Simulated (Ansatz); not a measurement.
Boltzmann transport of AlGa₃N₄ at constant τ

Level of theory: DFT PBEsol, scalar-relativistic, plane waves, PAW (Ansatz). Plane waves to 420 eV; Γ-centred k mesh 6×6×6; Gaussian smearing of 0.02 eV. No spin polarisation.

The cell, relaxed at this level:
```yaml
crystal:
  lattice:
    - [4.46757, 0.00000, 0.00000]
    - [0.00000, 4.46757, 0.00000]
    - [0.00000, 0.00000, 4.46757]
  atoms:
    - { symbol: Al, position: [0.00000, 0.00000, 0.00000] }
    - { symbol: Ga, position: [0.50000, 0.50000, 0.00000] }
    - { symbol: Ga, position: [0.50000, 0.00000, 0.50000] }
    - { symbol: Ga, position: [0.00000, 0.50000, 0.50000] }
    - { symbol: N, position: [0.75503, 0.75503, 0.24497] }
    - { symbol: N, position: [0.75503, 0.24497, 0.75503] }
    - { symbol: N, position: [0.24497, 0.75503, 0.75503] }
    - { symbol: N, position: [0.24497, 0.24497, 0.24497] }
```

Constant relaxation time and rigid bands. The levels are interpolated over the whole zone and filled by a Fermi function at the stated temperature, with the chemical potential set by the electron count. The Kohn–Sham gap on the mesh is 2.29 eV and isn't corrected.

Task: Give the Seebeck coefficient (μV/K; xx, yy, zz) and the conductivity masses (m_e; principal values, sorted) at 900 K against doping (cm⁻³).

Result:
| doping | S | m* |
| --- | --- | --- |
| n 1e18 | -441 -441 -441 | 0.25 0.25 0.25 |
| n 1e19 | -248 -248 -248 | 0.25 0.25 0.25 |
| n 1e20 | -94 -94 -94 | 0.29 0.29 0.29 |
| n 1e21 | -50 -50 -50 | 0.45 0.45 0.45 |
| p 1e18 | 806 806 806 | 1.14 1.14 1.14 |
| p 1e19 | 607 607 607 | 1.14 1.14 1.14 |
| p 1e20 | 409 409 409 | 1.14 1.14 1.14 |
| p 1e21 | 216 216 216 | 1.15 1.15 1.15 |

Task: At 10¹⁸ cm⁻³, which carrier is lighter?

Result: Electrons, 0.25 against 1.14 m_e (harmonic means of the principal values).

Whether AlGa3N4 exists in this form wasn't checked.

Cost: 1 run of about 2.5 core-minutes, on Intel Xeon 6975P-C (Granite Rapids) (shared hosts).